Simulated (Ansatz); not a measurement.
# Si: one atom moved along a line

All numbers below come from Ansatz 0.2.0, DFT r2SCAN, scalar-relativistic, plane waves, PAW. The runs took a 500 eV cutoff, a Γ-centred 10×10×10 mesh and Gaussian smearing (0.05 eV). No spin polarisation. Energies are free energies at this smearing, counted from the undisturbed cell; pressure is positive in compression.

Reference structure (relaxed at this level; this form isn't the usual structure):

```yaml
crystal:
  lattice:
    - [-3.32733, 3.32733, 1.92188]
    - [3.32733, -3.32733, 1.92188]
    - [3.32733, 3.32733, -1.92188]
  atoms:
    - { symbol: Si, position: [0.17875, 0.17875, 0.35751] }
    - { symbol: Si, position: [0.82125, 0.82125, 0.64249] }
    - { symbol: Si, position: [0.17875, 0.82125, 0.00000] }
    - { symbol: Si, position: [0.82125, 0.17875, 0.00000] }
```

Atom 1 (Si) is moved by x along the Cartesian unit vector (0.000, 0.000, 1.000); the cell and all other atoms stay fixed.

```tsv
x (Å)	ΔE (meV/cell)	force along x on the moved atoms (eV/Å)	pressure (GPa)	gap on the mesh (eV)
-0.6000	2581.9	9.08	7.9	0.04
-0.3600	895.2	5.08	2.7	0.05
0.0000	0.0	0.00	0.0	0.48
0.2400	392.9	-3.31	1.2	0.06
0.4800	1618.6	-7.00	4.9	0.03
```